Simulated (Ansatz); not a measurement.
HfB2:

```xyz
3
Lattice="3.1400 0.0000 0.0000 -1.5700 2.7193 0.0000 0.0000 0.0000 3.4800" Properties=species:S:1:pos:R:3 pbc="T T T"
Hf    0.0000    0.0000    0.0000
B     1.5700    0.9064    1.7400
B     0.0000    1.8129    1.7400
```

Base run:

| Item | Value |
| --- | --- |
| Program | Ansatz 0.2.0 |
| Functional | PBEsol |
| Potentials or basis | Ansatz PAW |
| Cutoff | 420 eV |
| Density cutoff | 1680 eV |
| k mesh | 10 × 10 × 8 |
| Occupations | fermi-dirac, width 0.05 eV |
| Spin | no spin polarisation |
| Hubbard terms | Hf d U = 4 eV |

Its results: band gap on the k mesh none (metal or under the smearing width); pressure -0.3 GPa.

Problem. The run is repeated on the same cell with these changes: hubbard terms from Hf d U = 4 eV to Hf d U = 3 eV. What comes out?

Solution. Band gap on the k mesh none (metal or under the smearing width); pressure -1.4 GPa.

Caveats: U without spin polarisation on a metal has little footing; the PAW data sets come from PBE, with cores solved anew for the run's functional, which leaves a small shift of forces and pressure; the U is typed as a test and isn't derived for this compound.

Not every run made on this cell is shown here.
